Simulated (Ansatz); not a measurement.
# As (R-3m) in Ansatz: equation of state

How stiff is As in PBE, and what volume does it want? The cell is scaled to several volumes.

All numbers are computed with Ansatz 0.2.0; they aren't measurements. Logs are shortened: lines on timing, memory, paths and dates and some standing lists are left out, and cuts for length are marked.

### 1 The crystal as given

The structure is trigonal, space group R-3m (No. 166). The conventional cell has a = 3.762 Å, b = 3.762 Å, c = 10.542 Å, α = 90.00°, β = 90.00°, γ = 120.00°. As (site symmetry 3m) is surrounded by 3 As at 2.51 Å.

### 2 Single point, PBE, 20.24 Å³/atom (volume scaled by 0.94)

File input.yaml:

```yaml
crystal:
  lattice:
    - [1.8424025153, 1.0637115881, 3.442326315]
    - [-1.8424025153, 1.0637115881, 3.442326315]
    - [0.0, -2.1274231763, 3.442326315]
  atoms:
    - { symbol: As, position: [0.226, 0.226, 0.226] }
    - { symbol: As, position: [0.774, 0.774, 0.774] }
hamiltonian:
  xc: pbe
  pseudopotentials: { kind: paw }
kpoints:
  mp_grid: { grid: [9, 9, 9] }
scf:
  occupations: { method: fermi_dirac, width: 0.05 }
output:
  forces: true
  stress: true
  eigenvalues: true
```

Potentials or basis: Ansatz PAW.

Run with:

```sh
> ansatz run input.yaml --threads 1 --pin off --max-ram 2560MiB --backend cpu --events-out ev --progress --plain --runs-dir out
```

Output:

```text
Warning: RAYON_NUM_THREADS=1 ignored (pool sized by the plan → 1); use --threads N
Engine: ansatz 0.2.0, aarch64-unknown-linux-gnu
Pseudopotentials: kind: paw
Pseudopotential: As, paw, valence charge 15, recommended cutoff 420 eV (normal), As.paw.azcp
Functional definition: PBE
  parameter kappa = 0.804
  parameter beta = 0.06672455060314922
  exchange = pbe_x(kappa = kappa, mu = beta*pi^2/3)
  correlation = pbe_c(beta = beta)
Crystal: 2 atoms, lattice volume = 40.477 Å³
Basis set: ecut = 420 eV, 773 PW (Γ), exchange–correlation on 60×60×60 points (8 copies of the dense FFT grid, shifted against one another)
Bands: 19, of which v1, the nominal top of the filled ones, is band 15 counted from 1 (14 counted from 0)
Symmetry: 12 space group operations
Space group: R-3m (ITA 166), of the structure as read, at distance tolerance 3.4e-5 Å
k-points: 85 of 729
Non-local potential: As, projectors of the file, l = 0: 2, l = 1: 2, l = 2: 3, l = 3: 1
PAW form: soft (Blöchl's): semilocal exchange-correlation on the pseudo side does not see the compensation charge
PAW one-centre angular grid: As, 590 points (default); XC on 64 Gauss nodes
Initial density: superposition of atomic densities (neutral atoms: chi_scale 0, normalization atom), corrected by the library's trained network
Initial wavefunctions: pseudopotential atomic-orbital guess
Functional: x = pbe(κ = 0.804, μ = 0.2195149727645171), c = pbe(β = 0.06672455060314922)
SCF iter   1: F=—  HF=-9712.152465 eV  |F-HF|=—  |Δ(HF+E_count)|=         —  Δρ=1.52e-3  dr2=6.85e-4  ethr=1.77e-3  ⟨swp⟩=5.8  Hψ=7687  notcnv=0
preconditioner: auto → Kerker (q_TF=auto, 2.595 Å⁻¹)  [metal: Δε(μ)=0.053 eV  Ē_g=10.628 eV  σ=0.050 eV  W_gap=0.26  n_scr=14 (ndim 8)  ℏωp=18.5 eV  f_vac=0.005  D(μ)=0.18/eV (n_scr^D=0)]
SCF iter   2: F=—  HF=-9712.152346 eV  |F-HF|=—  |Δ(HF+E_count)|=   1.19e-4  Δρ=9.30e-4  dr2=2.48e-4  ethr=2.28e-6  ⟨swp⟩=2.1  Hψ=3423  notcnv=0
SCF iter   3: F=—  HF=-9712.152467 eV  |F-HF|=—  |Δ(HF+E_count)|=   1.21e-4  Δρ=3.11e-4  dr2=4.40e-5  ethr=8.26e-7  ⟨swp⟩=2.0  Hψ=2891  notcnv=0
SCF iter   4: F=—  HF=-9712.152465 eV  |F-HF|=—  |Δ(HF+E_count)|=   1.53e-6  Δρ=1.23e-4  dr2=7.86e-6  ethr=1.47e-7  ⟨swp⟩=2.0  Hψ=2891  notcnv=0
SCF iter   5: F=—  HF=-9712.152465 eV  |F-HF|=—  |Δ(HF+E_count)|=   3.89e-7  Δρ=4.16e-5  dr2=9.67e-7  ethr=2.62e-8  ⟨swp⟩=2.0  Hψ=2891  notcnv=0
SCF iter   6: F=—  HF=-9712.152464 eV  |F-HF|=—  |Δ(HF+E_count)|=   5.64e-7  Δρ=1.71e-5  dr2=1.55e-7  ethr=3.22e-9  ⟨swp⟩=2.0  Hψ=2891  notcnv=0
SCF iter   7: F=-9712.152464 eV  HF=-9712.152464 eV  |F-HF|=1.12e-8  |Δ(HF+E_count)|=   4.64e-8  Δρ=4.50e-6  dr2=9.69e-9  ethr=3.33e-10  ⟨swp⟩=4.8  Hψ=6609  notcnv=0
SCF 1 converged in 7 iterations: F = -9712.152464 eV  dr2 = 9.69e-9
SCF converged after 7 iterations
Free energy (F): -9712.152464 eV
Harris-Foulkes:  -9712.152464 eV  (|F-HF|=1.12e-8)
Internal energy: -9712.151083 eV  (E = F + TS)
E sigma→0 (E₀):  -9712.151774 eV
Entropy (-TS):   -0.001382 eV (-0.691 meV/atom)
Fermi energy:    11.906318 eV
--- Per-component energies (eV) ---
  E_band       = -440.174281
  E_kinetic    = 207.537028
  E_local      = -3238.093673  (includes V_loc(G=0)·N_el)
  E_nonlocal   = -1341.266581
  E_hartree    = 1812.868290
  E_xc         = -159.737173
  E_vxc        = -160.142461  (∫ρ·V_xc dr)
  E_paw        = -3669.190294  (= ΣΔE_a)
  E_vpaw       = 466.051433  (= ΣTr[D̂ρ^β])
  E_aug_tail   = 0.000013  (compensation charges beyond the density's cutoff)
  E_ewald      = -3324.268693
  E_smearing   = -0.001382  (= −TS)
  E_closure    = -0.000000  (closes the sum)
  Σ components = -9712.152464   (vs F -9712.152464, Δ=0.00e0)
--- Forces (eV/Å), atoms counted from 1 ---
  atom   1  As     0.00000000    -0.00000000     0.88653394
  atom   2  As     0.00000000     0.00000000    -0.88653394
  max |Σ_I F_I| component: 4.63e-18 eV/Å
--- Stress (GPa, compression-positive) ---
       10.441995       0.000000      -0.000000
        0.000000      10.441995       0.000000
        0.000000       0.000000       7.758767
  P = ⅓ Tr σ = 9.5476 GPa (95.476 kbar)
--- Band table (eV; the first three rows and the last of 85) ---
  k-point 0: bands = ["-24.6299", "-24.6299", "-24.5741", "-24.5741", "-24.5361", "-24.4873", "-24.4873", "-24.4755", "-24.4343", "-24.4343", "-3.8529", "6.3067", "9.1058", "9.6257", "9.6257", "13.4131", "14.7998", "14.7998", "18.6966"]
  k-point 1: bands = ["-24.6283", "-24.6255", "-24.5725", "-24.5707", "-24.5349", "-24.4896", "-24.4879", "-24.4784", "-24.4379", "-24.4363", "-3.6768", "5.6212", "9.1116", "9.4866", "9.6415", "13.7447", "14.5246", "14.6865", "17.6842"]
  k-point 2: bands = ["-24.6239", "-24.6132", "-24.5684", "-24.5614", "-24.5312", "-24.4960", "-24.4917", "-24.4851", "-24.4474", "-24.4418", "-3.1533", "4.0762", "8.8460", "9.1826", "10.1338", "13.2684", "14.0454", "14.1967", "17.6980"]
  k-point 84: bands = ["-24.6156", "-24.6128", "-24.5673", "-24.5656", "-24.5303", "-24.4919", "-24.4902", "-24.4817", "-24.4532", "-24.4512", "-2.3327", "1.6177", "8.1746", "9.4437", "11.4247", "13.0382", "13.1106", "15.1346", "19.5194"]
```

Run time: 3.6 s. Hardware: 1 thread of Arm Neoverse V2, shared host; peak memory 0.33 GiB.

Results:

- Free energy: -9712.1525 eV
- Pressure: 9.5 GPa
- Largest force: 0.887 eV/Å
- Band gap on the k mesh: none (metal or under the smearing width)

### 3 Single point, PBE, 20.67 Å³/atom (volume scaled by 0.96)

Changes to input.yaml since step 2:

```diff
@@ -2,5 +2,5 @@
   lattice:
-    - [1.8424025153, 1.0637115881, 3.442326315]
-    - [-1.8424025153, 1.0637115881, 3.442326315]
-    - [0.0, -2.1274231763, 3.442326315]
+    - [1.8553776084, 1.0712027616, 3.4665688483]
+    - [-1.8553776084, 1.0712027616, 3.4665688483]
+    - [0.0, -2.1424055233, 3.4665688483]
   atoms:
```

Potentials or basis: Ansatz PAW.

Run with:

```sh
> ansatz run input.yaml --threads 1 --pin off --max-ram 2560MiB --backend cpu --events-out ev --progress --plain --runs-dir out
```

Run time: 3.4 s. Hardware: 1 thread of Arm Neoverse V2, shared host; peak memory 0.33 GiB.

The run converged. Its results:

```
Free energy            : -9712.1979 eV
Pressure               : 7.4 GPa
Largest force          : 0.723 eV/Å
Band gap on the k mesh : none (metal or under the smearing width)
```

### 4 Single point, PBE, 21.10 Å³/atom (volume scaled by 0.98)

Changes to input.yaml since step 3:

```diff
@@ -2,5 +2,5 @@
   lattice:
-    - [1.8553776084, 1.0712027616, 3.4665688483]
-    - [-1.8553776084, 1.0712027616, 3.4665688483]
-    - [0.0, -2.1424055233, 3.4665688483]
+    - [1.8681737204, 1.0785906003, 3.4904769752]
+    - [-1.8681737204, 1.0785906003, 3.4904769752]
+    - [0.0, -2.1571812007, 3.4904769752]
   atoms:
```

Run with:

```sh
> ansatz run input.yaml --threads 1 --pin off --max-ram 2560MiB --backend cpu --events-out ev --progress --plain --runs-dir out
```

Wall time 3.7 s (1 thread of Arm Neoverse V2, shared host); peak memory 0.33 GiB.

Results (log left out):

```yaml
Free_energy: -9712.2324 eV
Pressure: 5.5 GPa
Largest_force: 0.571 eV/Å
Band_gap_on_the_k_mesh: none (metal or under the smearing width)
```

### 5 Single point, PBE, 21.53 Å³/atom

Changes to input.yaml since step 4:

```diff
@@ -2,5 +2,5 @@
   lattice:
-    - [1.8681737204, 1.0785906003, 3.4904769752]
-    - [-1.8681737204, 1.0785906003, 3.4904769752]
-    - [0.0, -2.1571812007, 3.4904769752]
+    - [1.8807968987, 1.0858785957, 3.5140619945]
+    - [-1.8807968987, 1.0858785957, 3.5140619945]
+    - [0.0, -2.1717571915, 3.5140619945]
   atoms:
```

Run with:

```sh
> ansatz run input.yaml --threads 1 --pin off --max-ram 2560MiB --backend cpu --events-out ev --progress --plain --runs-dir out
```

Run time: 3.8 s. Hardware: 1 thread of Arm Neoverse V2, shared host; peak memory 0.33 GiB.

Results (log left out):

```
Free energy            : -9712.2570 eV
Pressure               : 3.7 GPa
Largest force          : 0.429 eV/Å
Band gap on the k mesh : none (metal or under the smearing width)
```

### 6 Single point, PBE, 21.96 Å³/atom (volume scaled by 1.02)

Changes to input.yaml since step 5:

```diff
@@ -2,5 +2,5 @@
   lattice:
-    - [1.8807968987, 1.0858785957, 3.5140619945]
-    - [-1.8807968987, 1.0858785957, 3.5140619945]
-    - [0.0, -2.1717571915, 3.5140619945]
+    - [1.8932528703, 1.0930700543, 3.5373346065]
+    - [-1.8932528703, 1.0930700543, 3.5373346065]
+    - [0.0, -2.1861401086, 3.5373346065]
   atoms:
```

Potentials or basis: Ansatz PAW.

Run with:

```sh
> ansatz run input.yaml --threads 1 --pin off --max-ram 2560MiB --backend cpu --events-out ev --progress --plain --runs-dir out
```

Output:

```text
Warning: RAYON_NUM_THREADS=1 ignored (pool sized by the plan → 1); use --threads N
[... 8 set-up lines as earlier in the session ...]
Crystal: 2 atoms, lattice volume = 43.922 Å³
Basis set: ecut = 420 eV, 851 PW (Γ), exchange–correlation on 60×60×60 points (8 copies of the dense FFT grid, shifted against one another)
Bands: 19, of which v1, the nominal top of the filled ones, is band 15 counted from 1 (14 counted from 0)
[... 1 set-up line as earlier in the session ...]
Space group: R-3m (ITA 166), of the structure as read, at distance tolerance 3.5e-5 Å
k-points: 85 of 729
[... 6 set-up lines as earlier in the session ...]
SCF iter   1: F=—  HF=-9712.272529 eV  |F-HF|=—  |Δ(HF+E_count)|=         —  Δρ=1.40e-3  dr2=7.47e-4  ethr=1.77e-3  ⟨swp⟩=5.9  Hψ=7631  notcnv=0
preconditioner: auto → Kerker (q_TF=auto, 2.560 Å⁻¹)  [metal: Δε(μ)=0.112 eV  Ē_g=10.152 eV  σ=0.050 eV  W_gap=0.49  n_scr=14 (ndim 8)  ℏωp=17.7 eV  f_vac=0.008  D(μ)=0.17/eV (n_scr^D=0)]
SCF iter   2: F=—  HF=-9712.272479 eV  |F-HF|=—  |Δ(HF+E_count)|=   4.97e-5  Δρ=8.59e-4  dr2=2.74e-4  ethr=2.49e-6  ⟨swp⟩=2.0  Hψ=3364  notcnv=0
SCF iter   3: F=—  HF=-9712.272609 eV  |F-HF|=—  |Δ(HF+E_count)|=   1.29e-4  Δρ=3.06e-4  dr2=4.87e-5  ethr=9.15e-7  ⟨swp⟩=2.0  Hψ=2891  notcnv=0
SCF iter   4: F=—  HF=-9712.272613 eV  |F-HF|=—  |Δ(HF+E_count)|=   4.59e-6  Δρ=1.19e-4  dr2=7.28e-6  ethr=1.62e-7  ⟨swp⟩=2.9  Hψ=2881  notcnv=0
SCF iter   5: F=—  HF=-9712.272612 eV  |F-HF|=—  |Δ(HF+E_count)|=   8.88e-7  Δρ=4.26e-5  dr2=1.06e-6  ethr=2.43e-8  ⟨swp⟩=2.0  Hψ=2891  notcnv=0
SCF iter   6: F=—  HF=-9712.272611 eV  |F-HF|=—  |Δ(HF+E_count)|=   9.67e-7  Δρ=1.84e-5  dr2=1.81e-7  ethr=3.53e-9  ⟨swp⟩=2.0  Hψ=2891  notcnv=0
SCF iter   7: F=-9712.272611 eV  HF=-9712.272611 eV  |F-HF|=1.88e-8  |Δ(HF+E_count)|=   1.35e-8  Δρ=5.29e-6  dr2=1.49e-8  ethr=3.33e-10  ⟨swp⟩=4.8  Hψ=6557  notcnv=0
SCF 1 converged in 7 iterations: F = -9712.272611 eV  dr2 = 1.49e-8
SCF converged after 7 iterations
Free energy (F): -9712.272611 eV
Harris-Foulkes:  -9712.272611 eV  (|F-HF|=1.88e-8)
Internal energy: -9712.271199 eV  (E = F + TS)
E sigma→0 (E₀):  -9712.271905 eV
Entropy (-TS):   -0.001413 eV (-0.706 meV/atom)
Fermi energy:    10.426023 eV
--- Per-component energies (eV) ---
  E_band       = -475.287129
  E_kinetic    = 204.847756
  E_local      = -3379.866436  (includes V_loc(G=0)·N_el)
  E_nonlocal   = -1341.457644
  E_hartree    = 1866.746302
  E_xc         = -158.468106
  E_vxc        = -158.426318  (∫ρ·V_xc dr)
  E_paw        = -3669.090007  (= ΣΔE_a)
  E_vpaw       = 466.118615  (= ΣTr[D̂ρ^β])
  E_aug_tail   = 0.000017  (compensation charges beyond the density's cutoff)
  E_ewald      = -3234.983080
  E_smearing   = -0.001413  (= −TS)
  E_closure    = -0.000000  (closes the sum)
  Σ components = -9712.272611   (vs F -9712.272611, Δ=0.00e0)
--- Forces (eV/Å), atoms counted from 1 ---
  atom   1  As     0.00000000    -0.00000000     0.29478643
  atom   2  As    -0.00000000     0.00000000    -0.29478643
  max |Σ_I F_I| component: 0.00e0 eV/Å
--- Stress (GPa, compression-positive) ---
        2.141012       0.000000       0.000000
        0.000000       2.141012       0.000000
        0.000000       0.000000       2.083435
  P = ⅓ Tr σ = 2.1218 GPa (21.218 kbar)
--- Band table (eV; the first three rows and the last of 85) ---
  k-point 0: bands = ["-25.8460", "-25.8460", "-25.8037", "-25.8037", "-25.7696", "-25.7369", "-25.7369", "-25.7238", "-25.6933", "-25.6933", "-4.4575", "4.5263", "8.0184", "8.4347", "8.4347", "12.0354", "13.3026", "13.3026", "17.3609"]
  k-point 1: bands = ["-25.8449", "-25.8426", "-25.8024", "-25.8011", "-25.7689", "-25.7385", "-25.7371", "-25.7261", "-25.6960", "-25.6949", "-4.2952", "3.9892", "8.0157", "8.3127", "8.4115", "12.2952", "13.0073", "13.1891", "16.4405"]
  k-point 2: bands = ["-25.8419", "-25.8332", "-25.7989", "-25.7939", "-25.7669", "-25.7433", "-25.7382", "-25.7327", "-25.7030", "-25.6990", "-3.8138", "2.7001", "7.7493", "8.0429", "8.8226", "11.8114", "12.5979", "12.7601", "16.3643"]
  k-point 84: bands = ["-25.8357", "-25.8334", "-25.7987", "-25.7974", "-25.7657", "-25.7400", "-25.7385", "-25.7285", "-25.7073", "-25.7058", "-3.0948", "0.6461", "7.0689", "8.2990", "10.0766", "11.4398", "11.7507", "13.4642", "18.0943"]
```

Run time: 3.8 s. Hardware: 1 thread of Arm Neoverse V2, shared host; peak memory 0.33 GiB.

Results:

```yaml
Free_energy: -9712.2726 eV
Pressure: 2.1 GPa
Largest_force: 0.295 eV/Å
Band_gap_on_the_k_mesh: none (metal or under the smearing width)
```

### 7 Single point, PBE, 22.39 Å³/atom (volume scaled by 1.04)

Changes to input.yaml since step 6:

```diff
@@ -2,5 +2,5 @@
   lattice:
-    - [1.8932528703, 1.0930700543, 3.5373346065]
-    - [-1.8932528703, 1.0930700543, 3.5373346065]
-    - [0.0, -2.1861401086, 3.5373346065]
+    - [1.9055470646, 1.1001681106, 3.5603049553]
+    - [-1.9055470646, 1.1001681106, 3.5603049553]
+    - [0.0, -2.2003362214, 3.5603049553]
   atoms:
@@ -19 +19,5 @@
   eigenvalues: true
+  write_density: true
+  write_potential: true
+  elf: true
+  volumetric_format: npy
```

Run with:

```sh
> ansatz run input.yaml --threads 1 --pin off --max-ram 2560MiB --backend cpu --events-out ev --progress --plain --runs-dir out
```

Run time: 5.2 s. Hardware: 1 thread of Arm Neoverse V2, shared host; peak memory 0.34 GiB.

It converged, with:

| Property | Result |
| --- | --- |
| Free energy | -9712.2801 eV |
| Pressure | 0.7 GPa |
| Largest force | 0.169 eV/Å |
| Band gap on the k mesh | none (metal or under the smearing width) |

### 8 Single point, PBE, 22.82 Å³/atom (volume scaled by 1.06)

Changes to input.yaml since step 7:

```diff
@@ -2,5 +2,5 @@
   lattice:
-    - [1.9055470646, 1.1001681106, 3.5603049553]
-    - [-1.9055470646, 1.1001681106, 3.5603049553]
-    - [0.0, -2.2003362214, 3.5603049553]
+    - [1.9176846343, 1.1071757398, 3.5829826684]
+    - [-1.9176846343, 1.1071757398, 3.5829826684]
+    - [0.0, -2.2143514796, 3.5829826684]
   atoms:
```

Run with:

```sh
> ansatz run input.yaml --threads 1 --pin off --max-ram 2560MiB --backend cpu --events-out ev --progress --plain --runs-dir out
```

It took 5.3 s on 1 thread of Arm Neoverse V2, shared host; peak memory 0.34 GiB.

It converged, with:

* Free energy: -9712.2802 eV
* Pressure: -0.6 GPa
* Largest force: 0.051 eV/Å
* Band gap on the k mesh: none (metal or under the smearing width)

### 9 Equation of state, PBE

Potentials or basis: Ansatz PAW.

No new run: the results of the series are fitted here.

What came out:

| Quantity | Value |
| --- | --- |
| Equilibrium volume | 22.61 Å³/atom |
| Bulk modulus at fixed shape and positions | 68 GPa |
| Pressure derivative of the bulk modulus | 4.2 |

Energy against volume, from the lowest point:
```
volume (Å³/atom)  energy (meV/atom)
          20.239              63.87
          20.669              41.14
          21.100              23.88
          21.530              11.59
          21.961               3.79
          22.392               0.06
          22.822               0.00
```

Caveat: the cell was scaled at fixed shape and fractional positions, which overstates the stiffness of a crystal with free parameters, most of all of layers and chains.
